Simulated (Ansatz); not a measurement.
Straining Te2Mo

Computed with DFT PBE, scalar-relativistic, plane waves, PAW (Ansatz). Settings: 420 eV cutoff, 12×12×2 k-mesh, Gaussian smearing of 0.02 eV, no spin polarisation.

Reference structure (relaxed):

```
CELL_PARAMETERS angstrom
3.55666 0.00000 0.00000
-1.77833 3.08016 0.00000
0.00000 0.00000 15.33161
ATOMIC_POSITIONS crystal
Te 0.33333 0.66667 0.63207
Te 0.66667 0.33333 0.13207
Te 0.66667 0.33333 0.36793
Te 0.33333 0.66667 0.86793
Mo 0.33333 0.66667 0.25000
Mo 0.66667 0.33333 0.75000
```

Deformation: c alone is stretched, the rest of the cell is held and the atoms relax, all within the symmetry that the strain leaves. Energies are extrapolated to zero smearing. Stress is positive in compression, on the Cartesian axes of the cell above. Gaps are Kohn–Sham gaps over the whole zone.

Spin-orbit coupling is left out, which matters for the bands and energies of heavy elements.

| strain (%) | ΔE (meV/atom) | a (Å) | b (Å) | c (Å) | σxx (GPa) | σyy (GPa) | σzz (GPa) | gap (eV) |
| --- | --- | --- | --- | --- | --- | --- | --- | --- |
| -6.0 | 3.1 | 3.557 | 3.557 | 14.412 | 0.23 | 0.23 | 0.79 | 0.84 |
| -4.0 | 1.1 | 3.557 | 3.557 | 14.718 | 0.11 | 0.11 | 0.37 | 0.89 |
| -2.0 | 0.2 | 3.557 | 3.557 | 15.025 | 0.04 | 0.04 | 0.12 | 0.93 |
| +0.0 | 0.0 | 3.557 | 3.557 | 15.332 | 0.00 | 0.00 | 0.01 | 0.97 |
| +2.0 | 0.1 | 3.557 | 3.557 | 15.638 | -0.03 | -0.03 | -0.07 | 1.00 |
| +4.0 | 0.4 | 3.557 | 3.557 | 15.945 | -0.04 | -0.04 | -0.10 | 1.03 |
| +6.0 | 0.7 | 3.557 | 3.557 | 16.252 | -0.05 | -0.05 | -0.11 | 1.05 |